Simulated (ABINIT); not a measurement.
# Ru (P6_3/mmc) in ABINIT: a series of runs, part 2 of 2

ABINIT 10.8.3 (patched build). Earlier steps stand in the parts before.

## 5. Equation of state, PW91+D3(BJ)

File run.py:

```python
import json, os
import numpy as np
from ase.eos import EquationOfState
from ase.units import GPa
from ase.calculators.mixing import SumCalculator
from dftd3.ase import DFTD3
from ase.calculators.abinit import Abinit, AbinitProfile
from ase import Atoms

atoms = Atoms(['Ru', 'Ru'],
              cell=[[2.7058, 0.0, 0.0], [-1.3529, 2.3432915376, 0.0], [0.0, 0.0, 4.2819]],
              scaled_positions=[[0.6666666667, 0.3333333333, 0.75], [0.3333333333, 0.6666666667, 0.25]],
              pbc=True)

profile = AbinitProfile(command='abinit', pp_paths=[os.path.abspath('pseudos')])
params = dict(
    pps='pawxml', xc='PBE',
    ecut=408.1708,
    pawecutdg=816.3416,
    pawxcdev=0,
    kptopt=1,
    ngkpt=[11, 11, 6],
    nshiftk=1,
    shiftk=[0.0, 0.0, 0.0],
    ixc=-109134,
    nband=20,
    occopt=3,
    tsmear=0.05,
    nstep=100,
    tolvrs=1e-09,
    prtwf=0,
    prtden=0,
)

cell0 = atoms.cell.copy()
volumes, energies = [], []
for i, x in enumerate([0.94, 0.96, 0.98, 1.0, 1.02, 1.04, 1.06]):
    atoms.set_cell(cell0 * x ** (1 / 3), scale_atoms=True)
    atoms.calc = SumCalculator([Abinit(profile=profile, directory=f'v{i}', **params), DFTD3(method='pw91', damping='d3bj')])
    volumes.append(atoms.get_volume() / len(atoms))
    dft, disp = atoms.calc.mixer.calcs
    energies.append((dft.get_property('free_energy', atoms) + disp.get_property('energy', atoms)) / len(atoms))
    print(f'{x:5.2f} {volumes[-1]:10.5f} A^3/atom {energies[-1]:14.6f} eV/atom', flush=True)
    json.dump(dict(volumes=volumes, energies=energies), open('results.json', 'w'))
v0, e0, b0 = EquationOfState(volumes, energies, eos='murnaghan').fit()
print(f'V0 {v0:.4f} A^3/atom  E0 {e0:.6f} eV/atom  B0 {b0 / GPa:.2f} GPa')
```

Potentials or basis: JTH PAW PBE v2.0.

Started as:

```sh
python run.py
```

Output:

```text
0.94   12.76017 A^3/atom   -2606.560208 eV/atom
 0.96   13.03166 A^3/atom   -2606.592578 eV/atom
 0.98   13.30315 A^3/atom   -2606.611217 eV/atom
 1.00   13.57465 A^3/atom   -2606.617933 eV/atom
 1.02   13.84614 A^3/atom   -2606.613118 eV/atom
 1.04   14.11763 A^3/atom   -2606.598711 eV/atom
 1.06   14.38913 A^3/atom   -2606.575459 eV/atom
V0 13.5932 A^3/atom  E0 -2606.617773 eV/atom  B0 322.13 GPa
```

abinit.in:

```text
ecut 408.1708 eV
ixc -109134
kptopt 1
natom 2
nband 20
ngkpt
11 11 6
nshiftk 1
nsppol 1
nstep 100
occopt 3
pawecutdg 816.3416 eV
pawxcdev 0
prtden 0
prtwf 0
shiftk
0.0 0.0 0.0
tolvrs 1e-09
tsmear 0.05 eV
#Definition of the unit cell
acell
1.00000000000000 1.00000000000000 1.00000000000000 Angstrom
rprim
2.75886837491003 0.00000000000000 0.00000000000000
-1.37943418745502 2.38925009841043 0.00000000000000
0.00000000000000 0.00000000000000 4.36588014432969
chkprim 0 # Allow non-primitive cells
#Definition of the atom types
ntypat 1
znucl 44
#Enumerate different atomic species
typat
 1 1
pseudos "./pseudos/Ru.GGA_PBE-JTH.xml"
#Definition of the atoms
xcart
2.60675282316705 1.50500944389105 6.18773832825938
-0.00000000026068 3.01001888823360 2.06257944275313
chkexit 1 # abinit.exit file in the running directory terminates after the current SCF
```

abinit.abo:

```text
.Version 10.8.3 of ABINIT
 Symmetries : space group P6_3/m m c (#194); Bravais hP (primitive hexag.)
================================================================================
 Values of the parameters that define the memory need of the present run
     intxc =       0    ionmov =       0      iscf =      17    lmnmax =      18
     lnmax =       6     mgfft =      30  mpssoang =       3    mqgrid =    3001
     natom =       2  nloc_mem =       2    nspden =       1   nspinor =       1
    nsppol =       1      nsym =      24    n1xccc =       1    ntypat =       1
    occopt =       3   xclevel =       2
       mpw =         557          nfft =       12000          nkpt =          64
 PAW method is used; the additional fine FFT grid is defined by:
   mgfftf=        45    nfftf =     32805
================================================================================
================================================================================

--------------------------------------------------------------------------------
------------- Echo of variables that govern the present computation ------------
--------------------------------------------------------------------------------
 -outvars: echo values of preprocessed input variables --------
            acell      1.8897261259E+00  1.8897261259E+00  1.8897261259E+00 Bohr
              amu      1.01070000E+02
          chkexit           1
          chkprim           0
             ecut      1.50000002E+01 Hartree
                       outvar_i_n : Printing only first  50 k-points.
              ixc     -109134
                       outvar_i_n : Printing only first  50 k-points.
         kptrlatt       11    0    0      0   11    0      0    0    6
          kptrlen      4.95019066E+01
            natom           2
[... 202 lines left out ...]
total_energy_dc_eV  : -5.21237020384066E+03
...

--- !EnergyTermsWithPAWCore
iteration_state     : {dtset: 1, }
comment             : 'Components of total free energy, including PAW core contributions'
Total energy        : -9.06368356037337E+03
Total energy DC     : -9.06368355522507E+03
Total energy (eV)   : -2.46635394172668E+05
Total energy DC (eV): -2.46635394032576E+05
...

 Cartesian components of stress tensor (hartree/bohr^3)
  sigma(1 1)=  3.86482494E-04  sigma(3 2)=  0.00000000E+00
  sigma(2 2)=  3.86482493E-04  sigma(3 1)=  0.00000000E+00
  sigma(3 3)=  4.26249184E-04  sigma(2 1)=  0.00000000E+00

-Cartesian components of stress tensor (GPa)         [Pressure= -1.1761E+01 GPa]
- sigma(1 1)=  1.13707076E+01  sigma(3 2)=  0.00000000E+00
- sigma(2 2)=  1.13707075E+01  sigma(3 1)=  0.00000000E+00
- sigma(3 3)=  1.25406840E+01  sigma(2 1)=  0.00000000E+00

== END DATASET(S) ==============================================================
================================================================================

 -outvars: echo values of variables after computation  --------
            acell      1.8897261259E+00  1.8897261259E+00  1.8897261259E+00 Bohr
           etotal     -1.9155107192E+02
            fcart     -1.0329499596E-28 -1.7891218116E-28  5.4755576418E-22
                       1.0329499596E-28  1.7891218116E-28 -5.4755576418E-22
            rprim      2.7588683749E+00  0.0000000000E+00  0.0000000000E+00
                      -1.3794341875E+00  2.3892500984E+00  0.0000000000E+00
                       0.0000000000E+00  0.0000000000E+00  4.3658801443E+00
           strten      3.8648249440E-04  3.8648249252E-04  4.2624918384E-04
                       0.0000000000E+00  0.0000000000E+00  0.0000000000E+00
           xangst      1.3794341874E+00  7.9641669943E-01  3.2744101082E+00
                      -2.5862575429E-11  1.5928333989E+00  1.0914700360E+00
             xred      6.6666666665E-01  3.3333333331E-01  7.4999999998E-01
                       3.3333333331E-01  6.6666666665E-01  2.4999999998E-01
 Calculation completed.
```

Run time: 92 s. Hardware: 1 thread of AMD EPYC 9R45 (Zen 5), shared host; peak memory 0.11 GiB.

Results:

| Item | Value |
| --- | --- |
| Equilibrium volume | 13.59 Å³/atom |
| Bulk modulus at fixed shape and positions | 323 GPa |
| Pressure derivative of the bulk modulus | 4.4 |

Energy against volume, from the lowest point:
| volume (Å³/atom) | energy (meV/atom) |
| --- | --- |
| 12.760 | 57.72 |
| 13.032 | 25.35 |
| 13.303 | 6.72 |
| 13.575 | 0.00 |
| 13.846 | 4.81 |
| 14.118 | 19.22 |
| 14.389 | 42.47 |

Caveat: pressures at fixed basis lie under the slope of the energies; the log and the count of SCF iterations are those of the last ABINIT call alone; the cell was scaled at fixed shape and fractional positions, which overstates the stiffness of a crystal with free parameters, most of all of layers and chains; the PAW data sets were made with another functional, which shifts forces and pressure a little.

## 6. Summary

| task | level | potentials or basis | cutoff (eV) | fine-grid cutoff | dispersion computed by | gap on the mesh (eV) | pressure (GPa) | V0 of scaled cells (Å³/atom) | B0 (GPa) |
| --- | --- | --- | --- | --- | --- | --- | --- | --- | --- |
| band structure | PBE | SPMS NC PBE v1.0 | 599 | - | - | none | 4.9 | - | - |
| band structure | PBE | JTH PAW PBE v2.0 | 408 | 816.342 eV | - | none | 4.2 | - | - |
| equation of state | PW91+D4 | JTH PAW PBE v2.0 | 408 | 816.342 eV | dftd4 4.3.1 | - | - | 13.61 | 323 |
| equation of state | PW91+D3(BJ) | JTH PAW PBE v2.0 | 408 | 816.342 eV | simple-dftd3 1.7.0 | - | - | 13.59 | 323 |

Alike in all rows: no spin polarisation; cell as given; k mesh 11 × 11 × 6; smearing fermi-dirac 0.05 eV.

Caveats: pressures at fixed basis lie under the slope of the energies (some runs); the cell was scaled at fixed shape and fractional positions, which overstates the stiffness of a crystal with free parameters, most of all of layers and chains (some runs); the PAW data sets were made with another functional, which shifts forces and pressure a little (some runs).

Absolute energies hang on the potentials; compare differences alone.
